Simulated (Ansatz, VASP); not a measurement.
**TiC in VASP and in Ansatz**

```xyz
2
Lattice="0.0000 2.1640 2.1640 2.1640 0.0000 2.1640 2.1640 2.1640 0.0000" Properties=species:S:1:pos:R:3 pbc="T T T"
Ti    0.0000    0.0000    0.0000
C     2.0933    2.0933    2.0640
```

Alike in both runs: task single point; functional PBE; k mesh 18 × 18 × 18; occupations gaussian, width 0.15 eV; no spin polarisation.

|  | VASP | Ansatz |
| --- | --- | --- |
| version | VASP 6.6.1 | Ansatz 0.2.0 |
| potentials or method | VASP PAW PBE potentials, release 64 (Ti_sv, C) | scalar-relativistic, plane waves, PAW |
| plane-wave cutoff (eV) | 520 | 420 |
| valence electrons in the cell | 16 | 16 |

VASP gave:

| Property | Result |
| --- | --- |
| gap on the k mesh at the Fermi level (eV) | none |
| pressure (GPa) | 3.4 |
| largest component of the traceless stress (GPa) | 1.33 |
| rms of the force components (eV/Å) | 0.693 |

Q: Which values does Ansatz return?

A: gap on the k mesh at the Fermi level (eV): none; pressure (GPa): 3.2; largest component of the traceless stress (GPa): 1.32; rms of the force components (eV/Å): 0.690.

Atom by atom the forces differ by 0.003 eV/Å (rms over components). A gap of «none» marks a metal or a gap that the smearing closes.

Caveats: forces of over 1 eV/Å show positions far from the minimum, so gaps and moduli don't describe the material at rest.
